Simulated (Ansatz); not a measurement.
Theory: DFT, PBE, plane waves (420 eV) with PAW, scalar-relativistic in Ansatz 0.2.0.

An element in the omega (AlB2-type) structure gives this curve. The cell is scaled uniformly from the relaxed one, with fractional coordinates and shape fixed. Energies are extrapolated to zero smearing, pressures are those at the given smearing. Magnetic state: spin not included.

| V (Å³/atom) | E − E₀ (meV/atom) | P (GPa) |
| --- | --- | --- |
| 24.519 | 84.6 | 8.54 |
| 25.634 | 37.1 | 5.19 |
| 26.748 | 10.4 | 2.52 |
| 27.863 | 0.3 | 0.39 |
| 28.977 | 3.5 | -1.32 |
| 30.092 | 17.4 | -2.68 |
| 31.206 | 39.8 | -3.78 |

Problem. Which element is it?
A. tin
B. yttrium
C. scandium
D. lead

Solution. A. Its fit is V₀ = 28.12 Å³/atom, B₀ = 46 GPa, B₀′ = 4.5.
